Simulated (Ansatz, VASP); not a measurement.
# KCl in VASP and in Ansatz

INCAR

```
  PREC = Accurate
  ENCUT = 520
  EDIFF = 1E-7
  ISMEAR = -1
  SIGMA = 0.02
  LREAL = False
  LASPH = True
  NELM = 100
  ALGO = Normal
  ISIF = 2
  LWAVE = False
  LCHARG = True
  GGA = PS
  LELF = True
  LVHAR = True
  NBANDS = 15
```

Contents of KPOINTS:

```
regular mesh
0
Gamma
  7 7 7
```

File POSCAR:

```
KCl
1.0
    3.6096100034      0.0000000000      0.0000000000
    0.0000000000      3.6096100034      0.0000000000
    0.0000000000      0.0000000000      3.6096100034
K Cl
1 1
Direct
    0.0000000000      0.0000000000      0.0000000000
    0.5000000000      0.5000000000      0.5000000000
```

Input for Ansatz:

```yaml
crystal:
  lattice:
    - [3.6096100034, 0.0, 0.0]
    - [0.0, 3.6096100034, 0.0]
    - [0.0, 0.0, 3.6096100034]
  atoms:
    - { symbol: K, position: [0.0, 0.0, 0.0] }
    - { symbol: Cl, position: [0.5, 0.5, 0.5] }
kpoints:
  mp_grid: { grid: [7, 7, 7] }
  band_path:
    path:
      - [0.0, 0.0, 0.0]
      - [0.0, 0.5, 0.0]
      - [0.5, 0.5, 0.0]
      - [0.0, 0.0, 0.0]
      - [0.5, 0.5, 0.5]
      - [0.0, 0.5, 0.0]
      - [0.5, 0.5, 0.5]
      - [0.5, 0.5, 0.0]
    npoints: 5
scf:
  occupations: { method: fermi_dirac, width: 0.02 }
hamiltonian:
  xc: pbesol
  pseudopotentials: { kind: all_electron, lapw: { basis_error: 0.0005 } }
output:
  forces: true
  stress: true
  eigenvalues: true
```

Change from the starting cell: volume scaled by 0.98.

Alike in both runs: task single point; functional PBEsol; k mesh 7 × 7 × 7; occupations fermi-dirac, width 0.02 eV; no spin polarisation.

|  | VASP | Ansatz |
| --- | --- | --- |
| version | VASP 6.6.1 | Ansatz 0.2.0 |
| potentials or method | VASP PAW PBE potentials, release 64 (K_sv, Cl) | all-electron LAPW, scalar-relativistic |
| plane-wave cutoff (eV) | 520 | see its input |

Ansatz gave:

| Item | Value |
| --- | --- |
| gap on the k mesh at the Fermi level (eV) | 5.51 |
| pressure (GPa) | 3.0 |

Question: What did VASP give for the same quantities?

Answer: gap on the k mesh at the Fermi level (eV): 5.51; pressure (GPa): 3.1.

Ansatz ran all-electron here, so the differences hold the error of VASP's frozen core and of both bases.

Caveats: the PAW data sets were made with another functional, which shifts forces and pressure a little (VASP); an odd mesh through Γ misses points on the zone boundary, where band edges often lie.
